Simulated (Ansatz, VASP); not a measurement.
## Al4N3 in VASP and in Ansatz

```
CELL_PARAMETERS angstrom
4.38159 0.00000 0.00000
0.00000 4.38159 0.00000
0.00000 0.00000 4.38159
ATOMIC_POSITIONS crystal
Al 0.75360 0.75360 0.24640
Al 0.24640 0.24640 0.24640
Al 0.75360 0.24640 0.75360
Al 0.24640 0.75360 0.75360
N 0.50000 0.00000 0.50000
N 0.00000 0.50000 0.50000
N 0.50000 0.50000 0.00000
```

Change from the starting cell: built by hand: N-deficient zincblende, ordered vacancy (P-43m, No. 215).

Alike in both runs: functional PBE; k mesh 8 × 8 × 8; occupations gaussian, width 0.1 eV; no spin polarisation.

Ansatz relaxed the structure, and its values are those at the end. VASP's run is a single point on that final structure, the one shown.

```csv
,VASP,Ansatz
version,VASP 6.6.1,Ansatz 0.2.0
potentials or method,"VASP PAW PBE potentials, release 64 (Al, N)","scalar-relativistic, plane waves, PAW"
plane-wave cutoff (eV),520,420
valence electrons in the cell,27,27
```

```tsv
	VASP	Ansatz	Ansatz less VASP
gap on the k mesh at the Fermi level (eV)	none	none	-
pressure (GPa)	-0.2	0.0	+0.17
rms of the force components (eV/Å)	0.001	0.006	+0.0052
```

A gap of «none» marks a metal or a gap that the smearing closes.
